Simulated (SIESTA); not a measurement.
## Al in SIESTA: convergence with basis size

Input of the first run (basis size SZ); the others differ in this setting and in those tied to it:

Contents of Al.fdf:

```
SystemName                      Aluminum
SystemLabel                     Al
NumberOfSpecies                 1
NumberOfAtoms                   1
%block ChemicalSpeciesLabel
  1  13 Al
%endblock ChemicalSpeciesLabel

LatticeConstant                 1.0 Ang
%block LatticeVectors
     0.0478940000     1.9691420000     2.0268530000
     2.0432560000    -0.0083540000     2.0831010000
     2.0405820000     2.0227150000    -0.0056790000
%endblock LatticeVectors
AtomicCoordinatesFormat         Fractional
%block AtomicCoordinatesAndAtomicSpecies
     0.0059780000    -0.0131190000     0.0211680000  1  Al
%endblock AtomicCoordinatesAndAtomicSpecies

%block kgrid.MonkhorstPack
    8   0   0  0.0
    0   8   0  0.0
    0   0   8  0.0
%endblock kgrid.MonkhorstPack
XC.Functional                   GGA
XC.Authors                      PBEsol
PAO.BasisSize                   SZ
PAO.EnergyShift                 0.003 Ry
Mesh.Cutoff                     500 Ry
OccupationFunction              FD
ElectronicTemperature           0.05 eV
MaxSCFIterations                120
SCF.MustConverge                false
SCF.Mixer.Method                Pulay
SCF.Mixer.Weight                0.25
SCF.Mixer.History               8
SCF.DM.Tolerance                5.0e-05
SCF.H.Tolerance                 1.0e-03 eV
WriteForces                     true
Charge.Mulliken                 end
```

Potentials or basis: PseudoDojo 0.4 standard (PBEsol files), SZ (energy shift 0.003 Ry).

Run with:

```sh
$ siesta < Al.fdf > Al.out 2>&1
```

The cell isn't the ideal one: cell strained at random at fixed volume.

Hardware: 1 thread of Intel(R) Xeon(R) 6975P-C (Granite Rapids) (shared host).

| basis size | energy less the tightest run, at zero smearing (meV/atom) | pressure (GPa) | SCF cycles | CPU time (s) | peak memory (GiB) |
| --- | --- | --- | --- | --- | --- |
| SZ | 846.25 | 12.96 | 4 | 3.8 | 0.18 |
| SZP | 308.07 | 5.31 | 4 | 12 | 0.21 |
| DZ | 362.75 | 1.98 | 6 | 6.8 | 0.19 |
| DZP | 8.47 | -1.66 | 5 | 18 | 0.22 |
| DZDP | 32.61 | -0.97 | 5 | 30 | 0.25 |
| TZP | -15.35 | -1.29 | 6 | 27 | 0.24 |
| TZDP | 5.93 | -1.12 | 6 | 46 | 0.26 |
| TZTP | 0.00 | -0.89 | 6 | 72 | 0.29 |

Not settled before the last step: the energy (to 1 meV/atom), the pressure (to 0.1 GPa). The tightest run that finished is the yardstick and may itself not be fully converged.

Caveat, for the tightest run too: the basis of atomic orbitals isn't converged, which shifts pressures, moduli and gaps.
